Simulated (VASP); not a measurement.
# What goes wrong when AlN is relaxed with a bad input

Some relaxations of AlN get a fault in the input on purpose. Which of them show, and how? The starting structure is a measured crystal structure from the Crystallography Open Database. The first relaxation on each setting starts from this cell expanded by 3 % in volume.

Method: Kohn-Sham DFT with plane waves and PAW; PBEsol, in VASP 6.6.1.

### Step 1. Starting point

Symmetry: P6_3mc, No. 186, hexagonal system. The conventional cell has a = 3.111 Å, b = 3.111 Å, c = 4.978 Å, α = 90.00°, β = 90.00°, γ = 120.00°. Nearest to Al lie 4 N at 1.89 to 1.92 Å. Nearest to N lie 4 Al at 1.89 to 1.92 Å. Farther neighbours and most contacts between anions are not listed.

Coordinates:

```cif
data_structure
_symmetry_space_group_name_H-M 'P6_3mc'
_symmetry_Int_Tables_number 186
_cell_length_a 3.1110
_cell_length_b 3.1110
_cell_length_c 4.9780
_cell_angle_alpha 90.000
_cell_angle_beta 90.000
_cell_angle_gamma 120.000
_cell_volume 41.72
loop_
_atom_site_label
_atom_site_type_symbol
_atom_site_symmetry_multiplicity
_atom_site_Wyckoff_symbol
_atom_site_fract_x
_atom_site_fract_y
_atom_site_fract_z
_atom_site_occupancy
Al1 Al 2 b 0.66667 0.33333 0.50000 1
N1 N 2 b 0.66667 0.33333 0.88500 1
```

### Step 2. Reference relaxation

This run starts from the cell of an earlier relaxation, which isn't shown; the restart sets up the plane waves anew.

The input, INCAR:

```
SYSTEM = AlN
PREC = Accurate
ENCUT = 520
EDIFF = 1E-06
NELM = 100
ISMEAR = 0
SIGMA = 0.03
LREAL = .FALSE.
ALGO = Normal
GGA = PS
NBANDS = 14
LORBIT = 11
LWAVE = .FALSE.
LCHARG = .FALSE.
KPAR = 8
IBRION = 2
NSW = 50
ISIF = 3
EDIFFG = -0.006
```

The input, POSCAR:

```
AlN
1.0
    3.1133981461      0.0000000000      0.0000000000
   -1.5566990731      2.6962818867      0.0000000000
    0.0000000000      0.0000000000      4.9831905959
Al N
2 2
Direct
    0.6666666667      0.3333333333      0.5014932159
    0.3333333333      0.6666666667      0.0014932159
    0.6666666667      0.3333333333      0.8835067841
    0.3333333333      0.6666666667      0.3835067841
```

The input, KPOINTS:

```
Automatic mesh
0
Gamma
9 9 4
0 0 0
```

Potentials, in the order of the species: Al and N (PBE family, release 64).

Run with:

```
$ mpirun -np 8 vasp_std
```

The log of the run:

```text
[banner, memory and clock lines left out]
running    8 mpi-ranks, on    1 nodes
 distrk:  each k-point on    1 cores,    8 groups
 distr:  one band on    1 cores,    1 groups

 POSCAR found type information on POSCAR AlN
 POSCAR found :  2 types and       4 ions
|                                                                             |
|           W    W    AA    RRRRR   N    N  II  N    N   GGGG   !!!           |
|           W    W   A  A   R    R  NN   N  II  NN   N  G    G  !!!           |
|           W    W  A    A  R    R  N N  N  II  N N  N  G       !!!           |
|           W WW W  AAAAAA  RRRRR   N  N N  II  N  N N  G  GGG   !            |
|           WW  WW  A    A  R   R   N   NN  II  N   NN  G    G                |
|           W    W  A    A  R    R  N    N  II  N    N   GGGG   !!!           |
|                                                                             |
|     For optimal performance we recommend to set                             |
|       NCORE = 2 up to number-of-cores-per-socket                            |
|     NCORE specifies how many cores store one orbital (NPAR=cpu/NCORE).      |
|     This setting can greatly improve the performance of VASP for DFT.       |
|     The default, NCORE=1 might be grossly inefficient on modern             |
|     multi-core architectures or massively parallel machines. Do your        |
|     Unfortunately you need to use the default for GW and RPA                |
|     calculations (for HF NCORE is supported but not extensively tested      |
|     yet).                                                                   |
|                                                                             |

|                                                                             |
|               ----> ADVICE to this user running VASP <----                  |
|                                                                             |
|     You enforced a specific xc type in the INCAR file but a different       |
|     [... a line on the potential file left out ...]
|     I HOPE YOU KNOW WHAT YOU ARE DOING!                                     |
|                                                                             |

 LDA part: xc-table for (Slater+PW92), standard interpolation
 POSCAR, INCAR and KPOINTS ok, starting setup
 FFT: planning ... GRIDC
 FFT: planning ... GRID_SOFT
 FFT: planning ... GRID
 WAVECAR not read
 entering main loop
       N       E                     dE             d eps       ncg     rms          rms(c)
DAV:   1     0.440925916512E+02    0.44093E+02   -0.74754E+03  1008   0.102E+03
DAV:   2    -0.320680755500E+02   -0.76161E+02   -0.70402E+02  1436   0.201E+02
DAV:   3    -0.357341448683E+02   -0.36661E+01   -0.36525E+01  1368   0.470E+01
DAV:   4    -0.357592318366E+02   -0.25087E-01   -0.25084E-01  1158   0.448E+00
DAV:   5    -0.357595504568E+02   -0.31862E-03   -0.31861E-03  1356   0.509E-01    0.117E+01
DAV:   6    -0.313595554689E+02    0.44000E+01   -0.11877E+01  1242   0.255E+01    0.425E+00
DAV:   7    -0.313491557844E+02    0.10400E-01   -0.71120E-01  1098   0.590E+00    0.288E+00
DAV:   8    -0.313178722931E+02    0.31283E-01   -0.84397E-02  1170   0.264E+00    0.534E-01
DAV:   9    -0.313121122749E+02    0.57600E-02   -0.18802E-02  1314   0.101E+00    0.249E-01
DAV:  10    -0.313125002132E+02   -0.38794E-03   -0.17585E-03  1152   0.285E-01    0.157E-01
DAV:  11    -0.313124136361E+02    0.86577E-04   -0.17977E-04  1284   0.102E-01    0.345E-02
DAV:  12    -0.313124123571E+02    0.12790E-05   -0.65737E-06  1254   0.236E-02    0.552E-03
DAV:  13    -0.313124117995E+02    0.55754E-06   -0.37726E-06  1230   0.145E-02
   1 F= -.31312412E+02 E0= -.31312412E+02  d E =-.313124E+02
 curvature:   0.00 expect dE= 0.000E+00 dE for cont linesearch  0.000E+00
 trial: gam= 0.00000 g(F)=  0.713E-06 g(S)=  0.883E-05 ort = 0.000E+00 (trialstep = 0.100E+01)
 search vector abs. value=  0.954E-05
 reached required accuracy - stopping structural energy minimisation
```

Wall time 2.8 s (8 MPI ranks of Intel Xeon 6975P-C (Granite Rapids), shared host); peak memory 1.3 GiB; 14 s of CPU time.

The logs omit lines about the potential files and the build; timing stands in the text.

From OUTCAR (step 2):

```text
ion  position               nearest neighbor table
   1  0.667  0.333  0.501-   4 1.89   4 1.89   4 1.89   3 1.90   2 3.07   2 3.07   2 3.07   2 3.07
                             2 3.07   2 3.07
   2  0.333  0.667  0.001-   3 1.89   3 1.89   3 1.89   4 1.90   1 3.07   1 3.07   1 3.07   1 3.07
                             1 3.07   1 3.07
   3  0.667  0.333  0.884-   2 1.89   2 1.89   2 1.89   1 1.90
   4  0.333  0.667  0.384-   1 1.89   1 1.89   1 1.89   2 1.90

  LATTYP: Found a hexagonal cell.
 ALAT       =     3.1133981461
 C/A-ratio  =     1.6005632309

 Subroutine GETGRP returns: Found 12 space group operations
 (whereof  6 operations were pure point group operations)

The static configuration has the point symmetry C_3v.
 The point group associated with its full space group is C_6v.

 Found     36 irreducible k-points:

   k-points           NKPTS =     36   k-points in BZ     NKDIM =     36   number of bands    NBANDS=     14

   dimension x,y,z NGX =    24 NGY =   24 NGZ =   40
   dimension x,y,z NGXF=    48 NGYF=   48 NGZF=   80

   ENCUT  =  520.0 eV  38.22 Ry    6.18 a.u.   5.79  5.79  9.27*2*pi/ulx,y,z

   NELECT =      16.0000    total number of electrons

 k-points in reciprocal lattice and weights: Automatic mesh
   0.00000000  0.00000000  0.00000000       0.003
   0.11111111  0.00000000  0.00000000       0.019
   0.22222222  0.00000000  0.00000000       0.019
   0.33333333  0.00000000  0.00000000       0.019
   0.44444444  0.00000000  0.00000000       0.019
   0.11111111  0.11111111  0.00000000       0.019
   0.22222222  0.11111111  0.00000000       0.037
   0.33333333  0.11111111  0.00000000       0.037
   0.44444444  0.11111111  0.00000000       0.019
[...]
0.33333333  0.22222222  0.50000000       0.037
   0.33333333  0.33333333  0.50000000       0.006

 average (electrostatic) potential at core
       1 -71.3874       2 -71.3874       3 -60.0193       4 -60.0193

 E-fermi :   6.2234

 k-point     1 :       0.0000    0.0000    0.0000
  band No.  band energies     occupation
    ...
      4       5.1751      2.00000
      5       5.1751      2.00000
      6       5.8292      2.00000
      7       5.8292      2.00000
      8       6.0536      2.00000
      9      10.1676      0.00000
     10      12.6034      0.00000
     11      16.5477      0.00000
     12      17.0745      0.00000
     13      17.0745      0.00000
    ...

 k-point     2 :       0.1111    0.0000    0.0000
  band No.  band energies     occupation
    ...
      4       4.4634      2.00000
      5       4.9755      2.00000
      6       5.1449      2.00000
      7       5.8022      2.00000
      8       5.9821      2.00000
      9      10.8575      0.00000
     10      13.2130      0.00000
     11      15.8861      0.00000
     12      16.1392      0.00000
     13      17.5252      0.00000
    ...

 k-point     3 :       0.2222    0.0000    0.0000
  band No.  band energies     occupation
    ...
      4       2.9502      2.00000
      5       3.8841      2.00000
      6       4.5660      2.00000
      7       5.6724      2.00000
      8       5.7171      2.00000
      9      11.9613      0.00000
     10      13.7055      0.00000
     11      14.3065      0.00000
     12      15.7783      0.00000
     13      17.6927      0.00000
    ...

  Total        0.0182602      0.0182602      0.0080602     -0.0000000     -0.0000000      0.0000000
  in kB        0.6993729      0.6993729      0.3087106     -0.0000000     -0.0000000      0.0000000
  external PRESSURE =       0.5691521 kB  Pullay stress =       0.0000000 kB

  energy-cutoff  :      520.00
  volume of cell :       41.83
      direct lattice vectors                 reciprocal lattice vectors
     3.113398146  0.000000000  0.000000000     0.321192457  0.185440551  0.000000000
    -1.556699073  2.696281887  0.000000000     0.000000000  0.370881103  0.000000000
     0.000000000  0.000000000  4.983190596     0.000000000  0.000000000  0.200674644

 POSITION                                       TOTAL-FORCE (eV/Angst)
 -----------------------------------------------------------------------------------
      1.55670      0.89876      2.49904         0.000000     -0.000000      0.001922
     -0.00000      1.79752      0.00744        -0.000000      0.000000      0.001922
      1.55670      0.89876      4.40268         0.000000     -0.000000     -0.001922
     -0.00000      1.79752      1.91109        -0.000000      0.000000     -0.001922
 -----------------------------------------------------------------------------------
    total drift:                               -0.000000      0.000000      0.000623

  FREE ENERGIE OF THE ION-ELECTRON SYSTEM (eV)
  ---------------------------------------------------
  free  energy   TOTEN  =       -31.3124117995 eV

  energy  without entropy=      -31.3124117995  energy(sigma->0) =      -31.31241180

 reached required accuracy - stopping structural energy minimisation

 total charge
# of ion       s       p       d       tot
------------------------------------------
    1        0.369   0.442   0.000   0.810
    2        0.369   0.442   0.000   0.810
    3        1.217   2.627   0.000   3.844
    4        1.217   2.627   0.000   3.844
--------------------------------------------------
tot          3.172   6.136   0.000   9.308

[... 3 further parts left out ...]
```

CONTCAR:

```
AlN
   1.00000000000000
     3.1133981461000002    0.0000000000000000    0.0000000000000000
    -1.5566990731000001    2.6962818867000000    0.0000000000000000
     0.0000000000000000    0.0000000000000000    4.9831905959000000
  Al              N
     2     2
Direct
     0.6666666667000030    0.3333333332999970    0.5014932158999983
     0.3333333332999970    0.6666666667000030    0.0014932158999983
     0.6666666667000030    0.3333333332999970    0.8835067840999997
     0.3333333332999970    0.6666666667000030    0.3835067840999997
```

The PAW data sets were made with PBE, which is usual practice but a small mismatch for other functionals. The run keeps the 12 symmetry operations of its start, so it cannot find a distortion of lower symmetry.

The reference relaxation ends at 10.458 Å³ an atom. Pressures at 0.985 and 1.015 times this volume, from two more relaxations that aren't shown, give a bulk modulus of 202.3 GPa.

### Step 3. Relaxation with only the volume free (ISIF = 7)

A slip made on purpose: only the volume free (ISIF = 7). Against step 2 the input has ISIF = 7 (also changed: NELM).

Edit INCAR of step 2 so:

```diff
@@ -4,3 +4,3 @@
 EDIFF = 1E-06
-NELM = 100
+NELM = 60
 ISMEAR = 0
@@ -17,3 +17,3 @@
 NSW = 50
-ISIF = 3
+ISIF = 7
 EDIFFG = -0.006
```

The input, POSCAR:

```
AlN
1.0
    3.1418039835      0.0000000000      0.0000000000
   -1.5709019918      2.7208820635      0.0000000000
    0.0000000000      0.0000000000      5.0272903343
Al N
2 2
Direct
    0.6666666667      0.3333333333      0.5000000000
    0.3333333333      0.6666666667      0.0000000000
    0.6666666667      0.3333333333      0.8850000000
    0.3333333333      0.6666666667      0.3850000000
```

KPOINTS is that of step 2.

Run with:

```
$ mpirun -np 8 vasp_std
```

The log of the run:

```text
[banner, memory and clock lines left out]
running    8 mpi-ranks, on    1 nodes
[...]
[... a notice as in an earlier step ...]

 [... a notice as in an earlier step ...]

 LDA part: xc-table for (Slater+PW92), standard interpolation
 POSCAR, INCAR and KPOINTS ok, starting setup
[...]
entering main loop
       N       E                     dE             d eps       ncg     rms          rms(c)
DAV:   1     0.459954828028E+02    0.45995E+02   -0.75541E+03  1008   0.103E+03
DAV:   2    -0.315775018073E+02   -0.77573E+02   -0.70234E+02  1420   0.201E+02
DAV:   3    -0.356048298616E+02   -0.40273E+01   -0.40026E+01  1344   0.483E+01
DAV:   4    -0.356352231472E+02   -0.30393E-01   -0.30387E-01  1134   0.486E+00
[...]
DAV:  11    -0.312915819522E+02    0.84826E-04   -0.16721E-04  1248   0.984E-02    0.363E-02
DAV:  12    -0.312915804980E+02    0.14542E-05   -0.74116E-06  1278   0.240E-02    0.501E-03
DAV:  13    -0.312915800756E+02    0.42237E-06   -0.32864E-06  1212   0.136E-02
   1 F= -.31291580E+02 E0= -.31291580E+02  d E =-.312916E+02
[... from here on, the cycles between the ionic steps are left out ...]
   2 F= -.31295537E+02 E0= -.31295537E+02  d E =-.395715E-02
   5 F= -.31310409E+02 E0= -.31310409E+02  d E =-.238114E-05
   9 F= -.31310413E+02 E0= -.31310413E+02  d E =-.165677E-07
  13 F= -.31310413E+02 E0= -.31310413E+02  d E =-.224969E-07
  17 F= -.31310413E+02 E0= -.31310413E+02  d E =0.196189E-08
  21 F= -.31310413E+02 E0= -.31310413E+02  d E =-.143598E-08
  25 F= -.31310413E+02 E0= -.31310413E+02  d E =-.868681E-09
  29 F= -.31310413E+02 E0= -.31310413E+02  d E =0.998853E-09
  33 F= -.31310413E+02 E0= -.31310413E+02  d E =-.895739E-09
  37 F= -.31310413E+02 E0= -.31310413E+02  d E =-.588670E-09
  41 F= -.31310413E+02 E0= -.31310413E+02  d E =0.684054E-09
  45 F= -.31310413E+02 E0= -.31310413E+02  d E =-.730552E-09
  49 F= -.31310413E+02 E0= -.31310413E+02  d E =0.582759E-09
  50 F= -.31310413E+02 E0= -.31310413E+02  d E =0.574573E-09
[...]
```

Wall time 32 s (8 MPI ranks); peak memory 1.6 GiB.

Parts of OUTCAR (step 3):

```text
  Total        0.1677257      0.1677257     -0.3354978     -0.0000000      0.0000000     -0.0000000
  in kB        6.4234571      6.4234571    -12.8486881     -0.0000000      0.0000000     -0.0000000
  external PRESSURE =      -0.0005913 kB  Pullay stress =       0.0000000 kB

 POSITION                                       TOTAL-FORCE (eV/Angst)
 -----------------------------------------------------------------------------------
      1.55688      0.89887      2.49121         0.000000     -0.000000      0.177798
     -0.00000      1.79773      0.00000         0.000000      0.000000      0.177798
      1.55688      0.89887      4.40944        -0.000000     -0.000000     -0.177798
     -0.00000      1.79773      1.91823         0.000000      0.000000     -0.177798
 -----------------------------------------------------------------------------------
    total drift:                               -0.000000      0.000000      0.000557

  FREE ENERGIE OF THE ION-ELECTRON SYSTEM (eV)
  ---------------------------------------------------
  free  energy   TOTEN  =       -31.3104128755 eV

  energy  without entropy=      -31.3104128755  energy(sigma->0) =      -31.31041288

[... 1 part as in an earlier step ...]

[... 2 further parts left out ...]
[key lines of the parts left out:]
E-fermi :   6.3096
```

Logs of long relaxations may skip ionic steps without a mark.

With only the volume free, forces and the rest of the stress can never meet EDIFFG, so the run used up its 50 ionic steps.

### Step 4. Relaxation with a leftover external pressure of 100 kbar

A slip made on purpose: a leftover external pressure of 100 kbar. Against step 2 the input has PSTRESS = 100 (also changed: NELM).

Edit INCAR of step 3 so:

```diff
@@ -17,3 +17,4 @@
 NSW = 50
-ISIF = 7
+ISIF = 3
 EDIFFG = -0.006
+PSTRESS = 100
```

POSCAR is that of step 3.

KPOINTS is that of step 3.

Run with:

```
$ mpirun -np 8 vasp_std
```

The log of the run:

```text
[... set-up lines as in an earlier step ...]
 entering main loop
       N       E                     dE             d eps       ncg     rms          rms(c)
[... 13 cycles as in an earlier step ...]
   1 F= -.28609250E+02 E0= -.28609250E+02  d E =-.286093E+02
[... from here on, the cycles between the ionic steps are left out ...]
   2 F= -.28566741E+02 E0= -.28566741E+02  d E =0.425096E-01
   3 F= -.28761558E+02 E0= -.28761558E+02  d E =-.152308E+00
   4 F= -.28761593E+02 E0= -.28761593E+02  d E =-.152343E+00
   5 F= -.28761571E+02 E0= -.28761571E+02  d E =0.213290E-04
   6 F= -.28761798E+02 E0= -.28761798E+02  d E =-.205096E-03
   7 F= -.28761798E+02 E0= -.28761798E+02  d E =-.205027E-03
   8 F= -.28761800E+02 E0= -.28761800E+02  d E =-.187304E-05
 trial-energy change:   -0.000002  1 .order   -0.000002   -0.000018    0.000014
 step:   0.4506(harm=  0.4506)  dis= 0.00004  next Energy=   -28.761803 (dE=-0.506E-05)
 reached required accuracy - stopping structural energy minimisation
```

It took 9.6 s on 8 MPI ranks; peak memory 1.5 GiB.

Parts of OUTCAR (step 4):

```text
  Total        2.4755185      2.4755185      2.4768234     -0.0000000      0.0000000     -0.0000000
  in kB       99.1752966     99.1752966     99.2275722     -0.0000000      0.0000000     -0.0000000
  external PRESSURE =      -0.8072782 kB  Pullay stress =     100.0000000 kB

 POSITION                                       TOTAL-FORCE (eV/Angst)
 -----------------------------------------------------------------------------------
      1.53542      0.88647      2.45329         0.000000     -0.000000     -0.000447
     -0.00000      1.77295      0.00479        -0.000000     -0.000000     -0.000447
      1.53542      0.88647      4.32905        -0.000000      0.000000      0.000447
     -0.00000      1.77295      1.88055        -0.000000      0.000000      0.000447
 -----------------------------------------------------------------------------------
    total drift:                                0.000000      0.000000      0.000517

  FREE ENERGIE OF THE ION-ELECTRON SYSTEM (eV)
  ---------------------------------------------------
  free  energy   TOTEN  =       -31.2579036530 eV

  energy  without entropy=      -31.2579036530  energy(sigma->0) =      -31.25790365

[... 2 parts as in an earlier step ...]

[... 2 further parts left out ...]
[key lines of the parts left out:]
E-fermi :   6.6669
```

With a leftover external pressure of 100 kbar the cell ends at 9.998 Å³ an atom, -4.40 % from the reference.

(Part 1 of 2 ends here.)

[Lines on the potential files, build, host, timing and source positions are cut from VASP's logs without a mark.]

[Logs are printed without paths, hosts, clocks, repeated set-up lines and the standing remarks that a program may print on its own settings, such as how far it seeks lower states.]

[Hosts, paths, dates, database ids (printed as entryN), source tags and the programs' standing remarks are cut or masked in the printed files.]
